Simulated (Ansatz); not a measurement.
# CoSn: the cost of one run

Method: DFT PBEsol, scalar-relativistic, plane waves, PAW, in Ansatz 0.2.0.

1 further run of the same task is left out (set aside as unsound or not needed).

**1. The system as given**

It takes space group P6/mmm (No. 191, hexagonal). Conventional cell: a = 5.220 Å, b = 5.220 Å, c = 4.168 Å, α = 90.00°, β = 90.00°, γ = 120.00°. Co (site symmetry mmm) is surrounded by 6 Sn at 2.57 to 2.61 Å and 4 Co at 2.61 Å. Sn (site symmetry -6m2) has 6 Co at 2.57 Å in its first shell of neighbours. Sn (site symmetry 6/mmm) is surrounded by 6 Co at 2.61 Å.

As a file:

```
CELL_PARAMETERS angstrom
5.21972 0.00000 0.00000
-2.60986 4.52041 0.00000
0.00000 0.00000 4.16847
ATOMIC_POSITIONS crystal
Co 0.00000 0.50000 0.00000
Co 0.50000 0.50000 0.00000
Co 0.50000 0.00000 0.00000
Sn 0.66667 0.33333 0.50000
Sn 0.33333 0.66667 0.50000
Sn 0.00000 0.00000 0.00000
```

It goes back to an entry of the Materials Project.

This cell was relaxed beforehand with the same method: volume 16.39 Å³/atom, gap on the mesh none (metal).

**2. Zero of the scan**

The input, input.yaml:

```yaml
crystal:
  lattice:
    - [5.2197158197, 0.0, 0.0]
    - [-2.6098579099, 4.5204065004, 0.0]
    - [0.0, 0.0, 4.1684718869]
  atoms:
    - { symbol: Co, position: [0.0, 0.5, 0.0] }
    - { symbol: Co, position: [0.5, 0.5, 0.0] }
    - { symbol: Co, position: [0.5, 0.0, 0.0] }
    - { symbol: Sn, position: [0.6666666667, 0.3333333333, 0.5] }
    - { symbol: Sn, position: [0.3333333333, 0.6666666667, 0.5] }
    - { symbol: Sn, position: [0.0, 0.0, 0.0] }
basis:
  ecutwfc: 420
kpoints:
  mp_grid: { grid: [6, 6, 8] }
hamiltonian:
  xc: pbesol
scf:
  occupations: { method: gaussian, width: 0.15 }
output:
  forces: true
  stress: true
  eigenvalues: true
  write_density: true
  write_potential: true
  elf: true
  volumetric_format: npy
```

Run with:

```
ansatz run input.yaml --threads 2 --pin off --max-ram 5120MiB --backend cpu --events-out ev --progress --plain --runs-dir out
```

What time and memory should one allow on 2 threads of Arm Neoverse V2, shared host?

About 7.7 s, with a peak of 0.47 GiB.
